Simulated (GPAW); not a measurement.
# HfO2 (Fm-3m) in GPAW: band structure with PBE

Aim: the band structure of HfO2 with PBE.

All numbers are computed with GPAW 26.7.0; they aren't measurements. Logs are shortened: lines on timing, memory, paths and dates and some standing lists are left out, and cuts for length are marked. The log counts tension as positive stress, the text compression.

### Step 1. The crystal as given

Symmetry: Fm-3m, No. 225, cubic system. The conventional cell has a = 5.115 Å, b = 5.115 Å, c = 5.115 Å, α = 90.00°, β = 90.00°, γ = 90.00°. Hf (site symmetry m-3m) is surrounded by 8 O at 2.21 Å. Around O (site symmetry -43m) lie 4 Hf at 2.21 Å.

Measurements of this composition are mostly on another form, of space group No. 14.

### Step 2. Band structure, PBE, spin-orbit coupling, no magnetisation

run.py reads:

```python
import numpy as np
from ase.dft.bandgap import bandgap
from ase.io import read, write
from ase.units import GPa
from gpaw import GPAW, PW
from gpaw.spinorbit import soc_eigenstates

atoms = read('HfO2.cif')

calc = GPAW(mode=PW(800),
            xc='PBE',
            kpts={'size': (7, 7, 7), 'gamma': True},
            occupations={'name': 'fermi-dirac', 'width': 0.05},
            nbands=24,
            convergence={'density': 1e-05, 'energy': 1e-05},
            maxiter=150,
            txt='gpaw.txt')
atoms.calc = calc
energy = atoms.get_potential_energy()
forces = atoms.get_forces()
stress = atoms.get_stress()
calc.write('gs.gpw')
write('result.traj', atoms)
print(f'Energy: {energy:.6f} eV')
print('Forces (eV/A):')
print(forces.round(4))
print('Stress (GPa):', (stress / GPa).round(3))
print('Fermi level:', round(calc.get_fermi_level(), 4), 'eV')
print(f'Gap: {bandgap(calc)[0]:.4f} eV, direct: {bandgap(calc, direct=True)[0]:.4f} eV')

path = atoms.cell.bandpath('GXWKGLUWLK,UX', npoints=100, eps=1e-4)
bs_calc = calc.fixed_density(kpts=path, symmetry='off', nbands=35,
                             convergence={'bands': 'CBM+6.0', 'eigenstates': 1e-6}, txt='bands.txt')
bs = bs_calc.band_structure()
bs.write('bs.json')
print(f'Gap on the path: {bandgap(bs_calc)[0]:.4f} eV')

soc = soc_eigenstates(bs_calc, theta=54.7, phi=45)
np.savetxt('soc_bands.dat', soc.eigenvalues(), fmt='%.4f')
mesh = soc_eigenstates('gs.gpw', theta=54.7, phi=45)
np.savetxt('soc_mesh.dat', mesh.eigenvalues(), fmt='%.4f')
print('Fermi level with spin-orbit coupling:', round(mesh.fermi_level, 4), 'eV')
```

HfO2.cif reads:

```cif
data_HfO2
_cell_length_a 3.61685119
_cell_length_b 3.61685119
_cell_length_c 3.61685119
_cell_angle_alpha 60.00000000
_cell_angle_beta 60.00000000
_cell_angle_gamma 60.00000000
_space_group_name_H-M_alt 'P1'
_space_group_name_Hall 'P 1'
_space_group_IT_number 1
loop_
_space_group_symop_operation_xyz
'x,y,z'
loop_
_atom_site_label
_atom_site_type_symbol
_atom_site_symmetry_multiplicity
_atom_site_Wyckoff_symbol
_atom_site_fract_x
_atom_site_fract_y
_atom_site_fract_z
_atom_site_occupancy
Hf1 Hf 1 a 0.0000000000 0.0000000000 0.0000000000 1
O1 O 1 a 0.7500000000 0.7500000000 0.7500000000 1
O2 O 1 a 0.2500000000 0.2500000000 0.2500000000 1
```

Potentials or basis: GPAW PAW data sets (gpaw-data 1.2.1), pw.

Launch:

```sh
$ OMP_NUM_THREADS=1 python run.py
```

gpaw.txt:

```text
__  _  _
 | _ |_)|_||  |
 |__||  | ||/\| - 26.7.0

Input parameters:
  mode=PW(ecut=800.0),
  convergence={'density': 1e-05, 'energy': 1e-05},
  kpts=MonkhorstPack(size=(7, 7, 7), gamma=True),
  maxiter=150,
  nbands=24,
  occupations=Occupations(name='fermi-dirac', width=0.05),
  xc=XC(name='PBE')

Diagonalizing LCAO Hamiltonian
Converting LCAO to pw mode

                      O

            O
       Hf

Atoms  # Å, Bohr magnetons
|   | symbol |        x |        y |        z |    initial magnetic moments |
|---|--------|----------|----------|----------|-----------------------------|
| 0 |     Hf | 0.000000 | 0.000000 | 0.000000 | ( 0.0000,  0.0000,  0.0000) |
| 1 |      O | 5.425277 | 3.132285 | 2.214860 | ( 0.0000,  0.0000,  0.0000) |
| 2 |      O | 1.808426 | 1.044095 | 0.738287 | ( 0.0000,  0.0000,  0.0000) |

Unit cell  # Å
| periodic |        x |        y |        z |  lengths |    angles |
|----------|----------|----------|----------|----------|-----------|
|      yes | 3.616851 | 0.000000 | 0.000000 | 3.616851 | 60.000000 |
|      yes | 1.808426 | 3.132285 | 0.000000 | 3.616851 | 60.000000 |
|      yes | 1.808426 | 1.044095 | 2.953147 | 3.616851 | 60.000000 |

Number of symmetries: 48
Symmetry operations  # r_c * U_cc + t_c -> r_c
|    | kind |            matrix            |
|----|------|------------------------------|
|  0 |  σ   |  1, 0, 0,  1, 0,-1,  1,-1, 0 |
|  1 |  C2  |  1, 0, 0,  1,-1, 0,  1, 0,-1 |
|  2 |  E   |  1, 0, 0,  0, 1, 0,  0, 0, 1 |
|  3 |  σ   |  1, 0, 0,  0, 0, 1,  0, 1, 0 |
|  4 |  C4  |  1, 0,-1,  1, 0, 0,  1,-1, 0 |
|  5 |  S6  |  1, 0,-1,  1,-1, 0,  1, 0, 0 |
|  6 |  σ   |  1, 0,-1,  0, 1,-1,  0, 0,-1 |
|  7 |  C3  |  1, 0,-1,  0, 0,-1,  0, 1,-1 |
|  8 |  S6  |  1,-1, 0,  1, 0, 0,  1, 0,-1 |
|  9 |  C4  |  1,-1, 0,  1, 0,-1,  1, 0, 0 |
| 10 |  C3  |  1,-1, 0,  0,-1, 1,  0,-1, 0 |
| 11 |  σ   |  1,-1, 0,  0,-1, 0,  0,-1, 1 |
| 12 |  σ   |  0, 1, 0,  1, 0, 0,  0, 0, 1 |
| 13 |  C4  |  0, 1, 0,  0, 1,-1, -1, 1, 0 |
| 14 |  C3  |  0, 1, 0,  0, 0, 1,  1, 0, 0 |
| 15 |  S6  |  0, 1, 0, -1, 1, 0,  0, 1,-1 |
| 16 |  C2  |  0, 1,-1,  1, 0,-1,  0, 0,-1 |
| 17 |  σ   |  0, 1,-1,  0, 1, 0, -1, 1, 0 |
| 18 |  S4  |  0, 1,-1,  0, 0,-1,  1, 0,-1 |
| 19 |  C4  |  0, 1,-1, -1, 1, 0,  0, 1, 0 |
| 20 |  C3  |  0, 0, 1,  1, 0, 0,  0, 1, 0 |
| 21 |  σ   |  0, 0, 1,  0, 1, 0,  1, 0, 0 |
| 22 |  S6  |  0, 0, 1,  0,-1, 1, -1, 0, 1 |
| 23 |  C4  |  0, 0, 1, -1, 0, 1,  0,-1, 1 |
| 24 |  S4  |  0, 0,-1,  1, 0,-1,  0, 1,-1 |
| 25 |  C3  |  0, 0,-1,  0, 1,-1,  1, 0,-1 |
| 26 |  C2  |  0, 0,-1,  0,-1, 0, -1, 0, 0 |
| 27 |  S6  |  0, 0,-1, -1, 0, 0,  0,-1, 0 |
| 28 |  S4  |  0,-1, 1,  1,-1, 0,  0,-1, 0 |
| 29 |  C4  |  0,-1, 1,  0, 0, 1, -1, 0, 1 |
| 30 |  C2  |  0,-1, 1,  0,-1, 0,  1,-1, 0 |
| 31 |  σ   |  0,-1, 1, -1, 0, 1,  0, 0, 1 |
| 32 |  C3  |  0,-1, 0,  1,-1, 0,  0,-1, 1 |
| 33 |  S6  |  0,-1, 0,  0, 0,-1, -1, 0, 0 |
| 34 |  S4  |  0,-1, 0,  0,-1, 1,  1,-1, 0 |
| 35 |  C2  |  0,-1, 0, -1, 0, 0,  0, 0,-1 |
| 36 |  C2  | -1, 1, 0,  0, 1, 0,  0, 1,-1 |
| 37 |  S6  | -1, 1, 0,  0, 1,-1,  0, 1, 0 |
| 38 |  S4  | -1, 1, 0, -1, 0, 1, -1, 0, 0 |
| 39 |  C3  | -1, 1, 0, -1, 0, 0, -1, 0, 1 |
| 40 |  S6  | -1, 0, 1,  0, 0, 1,  0,-1, 1 |
| 41 |  C2  | -1, 0, 1,  0,-1, 1,  0, 0, 1 |
| 42 |  C3  | -1, 0, 1, -1, 1, 0, -1, 0, 0 |
| 43 |  S4  | -1, 0, 1, -1, 0, 0, -1, 1, 0 |
| 44 |  C2  | -1, 0, 0,  0, 0,-1,  0,-1, 0 |
| 45 |  i   | -1, 0, 0,  0,-1, 0,  0, 0,-1 |
| 46 |  σ   | -1, 0, 0, -1, 1, 0, -1, 0, 1 |
| 47 |  C2  | -1, 0, 0, -1, 0, 1, -1, 1, 0 |

BZ-sampling:
  Number of BZ points: 343
  Number of IBZ points: 20

  Monkhorst-Pack size: [7, 7, 7]
  Monkhorst-Pack shift: [0, 0, 0]

K-points  # in reciprocal-cell coordinates
|     |                                coordinates |     weight |
|-----|--------------------------------------------|------------|
|   0 | (  0.00000000,   0.00000000,   0.00000000) | 0.00291545 |
|   1 | (  0.14285714,   0.14285714,   0.00000000) | 0.01749271 |
|   2 | (  0.14285714,   0.14285714,   0.14285714) | 0.02332362 |
|   3 | (  0.28571429,   0.14285714,   0.14285714) | 0.03498542 |
|   4 | (  0.28571429,   0.28571429,   0.00000000) | 0.01749271 |
|   5 | (  0.28571429,   0.28571429,   0.14285714) | 0.06997085 |
|   6 | (  0.28571429,   0.28571429,   0.28571429) | 0.02332362 |
|   7 | (  0.42857143,  -0.28571429,  -0.28571429) | 0.03498542 |
|   8 | (  0.42857143,   0.28571429,  -0.42857143) | 0.13994169 |
|   9 | (  0.42857143,   0.28571429,  -0.28571429) | 0.06997085 |
| ... |                                            |            |
|  19 | (  0.42857143,   0.42857143,   0.42857143) | 0.02332362 |

Plane wave coefficients: 1759
Cutoff: 800.0 eV

Spin-components: 1 (collinear spins)
Bands:           24
Projectors:      16
Spin-degeneracy: 2
Datatype:        complex128

Parallelization:
  kpt:    1
  domain: 1
  band:   1

Density:
  Valence electrons: 24.0
  Components: 1
  Grid points: [24 24 24]
  Charge: 0.0  # |e|

Potential:
  Grid points: [24 24 24]

species:
  Hf:
    name:    Hafnium
    Z:       72.0
    valence: 12
    core:    60
    charge:  0.0  # [|e|]
    compensation charges:
      type: gauss
      rc: 0.41  # [Å]
      lmax: 2
    cutoffs:
      filter: 2.36  # [Å]
      core: 4.02  # [Å]
    projectors
    | kind |    occ | energy [eV] | rcut [Å] |
    |------|--------|-------------|----------|
    |   5s |  2.000 |     -66.831 |    1.397 |
    |   6s |  2.000 |      -5.097 |    1.397 |
    |   5p |  6.000 |     -35.599 |    1.307 |
    |   6p |  0.000 |      -1.401 |    1.307 |
    |   5d |  2.000 |      -2.699 |    1.334 |
    |    d |        |      24.513 |    1.334 |

    Using partial waves for Hf as LCAO basis

  O:
    name:    Oxygen
    Z:       8.0
    valence: 6
    core:    2
    charge:  0.0  # [|e|]
    compensation charges:
      type: gauss
      rc: 0.21  # [Å]
      lmax: 2
    cutoffs:
      filter: 1.17  # [Å]
      core: 0.83  # [Å]
    projectors
    | kind |    occ | energy [eV] | rcut [Å] |
    |------|--------|-------------|----------|
    |   2s |  2.000 |     -23.961 |    0.688 |
    |   2p |  4.000 |      -9.029 |    0.598 |
    |    s |        |       3.251 |    0.688 |
    |    p |        |      18.182 |    0.598 |
    |    d |        |       0.000 |    0.619 |

    Using partial waves for O as LCAO basis

Reference energy: -413967.819878  # eV

eigensolver:
  PPCG
  Converge bands: occupied
  niter=2

density mixing:
  MSR1-Mixer
  Pratt-step length: 0.05
  Maximum mixing coefficient: 0.75
  Old densities: 10
  SVD Regularization: 0.005
  Good broyden scale: 1.0
  Trust region scale: 1.0
  Backstep threshold: 4.0
  History deletion threshold: 6.0
  Fourier metric: weight=20.0, sigma=0.015

occupation numbers:
  Fermi-Dirac:
    width: 0.0500  # eV

poisson solver:
  ecut: 6400.0  # eV

xc functional:
  name: PBE with 2 nearest neighbor stencil

convergence criteria:
- Maximum integral of absolute [dens]ity change: 1e-05 electrons / valence electron
- Maximum [total energy] change in last 3 cyles: 1e-05 eV / valence electron
- Maximum integral of absolute [eigenst]ate change: 4e-08 eV^2 / valence electron
maximum number of iterations: 150

SCF iterations
|iter     | |      energy | eigst |  dens |
|---------|-|-------------|-------|-------|
|iter:   1| |  -32.225299 | +0.05 |       |
|iter:   2| |  -31.081907 | -2.16 | -0.80 |
|iter:   3| |  -28.115358 | -1.10 | -0.86 |
|iter:   4| |  -28.110305 | -2.61 | -1.45 |
|iter:   5| |  -28.120866 | -3.12 | -1.70 |
|iter:   6| |  -28.120443 | -4.96 | -2.78 |
|iter:   7| |  -28.120476 | -5.79 | -3.28 |
|iter:   8| |  -28.120480c| -7.05 | -3.77 |
|iter:   9| |  -28.120480c| -8.52c| -4.59 |
|iter:  10| |  -28.120480c| -8.61c| -5.37c|

Converged in 10 steps
Energy contributions relative to reference atoms: (reference = -413967.819878)

Energy contributions:
  Kinetic:          19.885285
  Coulomb:         -24.206144
  Zero:              0.288721
  External:          0.000000
  Xc:              -24.088342
  Entropy:          -0.000000
  Spinorbit:         0.000000
  ----------------------------
  Free energy:     -28.120480
  Extrapolated:    -28.120480

dipole moment: (-26.364540, -15.221574, -10.763278)  # |e|*Ang

Fermi level: 9.062
Eigenvalues  # (at kpt = [0.000, 0.000, 0.000])
| band index |      eig [eV] | occ [0-2] |
|------------|---------------|-----------|
|          0 |       -53.059 |     2.000 |
|        ... |               |           |
|          4 |       -10.426 |     2.000 |
|          5 |        -7.524 |     2.000 |
|          6 |         2.922 |     2.000 |
|          7 |         2.922 |     2.000 |
|          8 |         2.922 |     2.000 |
|          9 |         7.519 |     2.000 |
|         10 |         7.519 |     2.000 |
|         11 |         7.519 |     2.000 |
|         12 |        11.926 |     0.000 |
|         13 |        11.926 |     0.000 |
|         14 |        13.770 |     0.000 |
|         15 |        18.171 |     0.000 |
|         16 |        18.171 |     0.000 |
|         17 |        18.171 |     0.000 |
|         18 |        22.101 |     0.000 |
|         19 |        22.101 |     0.000 |
|        ... |               |           |
|         23 |        32.567 |     0.000 |

Gap: 3.892 eV
Transition (v -> c):
  (s=0, k=15, n=11, [0.43, 0.43, -0.14]) -> (s=0, k=0, n=12, [0.00, 0.00, 0.00])
Direct/indirect transitions are different
Direct gap: 4.072 eV
Transition at: (s=0, k=15, n=11, [0.43, 0.43, -0.14])

Forces  # eV/Ang
|        x |        y |        z |
|----------|----------|----------|
| -0.00000 | -0.00000 |  0.00000 |  # Hf   0
|  0.00000 |  0.00000 |  0.00000 |  # O    1
| -0.00000 | -0.00000 | -0.00000 |  # O    2

Stress tensor  # eV/Ang^3
|         x |         y |         z |
|-----------|-----------|-----------|
|  0.017632 | -0.000000 | -0.000000 |
| -0.000000 |  0.017632 | -0.000000 |
|  0.000000 |  0.000000 |  0.017632 |

# Writing to gs.gpw (mode='')
```

Run time: 75 s. Hardware: 1 thread of Arm Neoverse V1, shared host; peak memory 0.38 GiB.

What came out:

```yaml
Free_energy: -28.1205 eV
Pressure: -2.8 GPa
Band_gap_on_the_k_mesh: 3.88 eV, indirect (least direct gap 4.06 eV)
Band_gap_along_the_path: 3.72 eV, direct
```

Levels at the corners of the path, in eV from the valence-band top:
```
point  band 20  band 21  band 22  band 23  band 24  band 25  band 26  band 27  band 28  band 29
    Γ    -0.72    -0.54    -0.54    -0.54    -0.54     3.79     3.79     3.79     3.79     5.65
    X    -1.53    -1.47    -1.47     0.00     0.00     3.72     3.72     5.25     5.25     6.43
    W    -2.39    -1.36    -1.36    -0.20    -0.20     4.69     4.69     4.96     4.96     6.76
    K    -2.19    -1.28    -1.28    -0.33    -0.33     4.21     4.21     5.21     5.21     6.69
    Γ    -0.72    -0.54    -0.54    -0.54    -0.54     3.79     3.79     3.79     3.79     5.65
    L    -2.71    -1.90    -1.90    -1.65    -1.65     4.33     4.33     4.59     4.59     6.75
    U    -2.19    -1.28    -1.28    -0.33    -0.33     4.21     4.21     5.21     5.21     6.70
    W    -2.39    -1.36    -1.36    -0.20    -0.20     4.69     4.69     4.96     4.96     6.76
    L    -2.71    -1.90    -1.90    -1.65    -1.65     4.33     4.33     4.59     4.59     6.75
    K    -2.19    -1.28    -1.28    -0.33    -0.33     4.21     4.21     5.21     5.21     6.69
    U    -2.19    -1.28    -1.28    -0.33    -0.33     4.21     4.21     5.21     5.21     6.70
    X    -1.53    -1.47    -1.47     0.00     0.00     3.72     3.72     5.25     5.25     6.43
```

Caveat: spin-orbit coupling was added after a scalar SCF, so levels and gaps hold it while energy, forces, pressure and moments don't; this program's spin-orbit splittings come out too wide for heavy elements; the mesh misses the band edges, which the band path finds closer together. A hybrid or GW would open this gap; PBE tends to underestimate it.
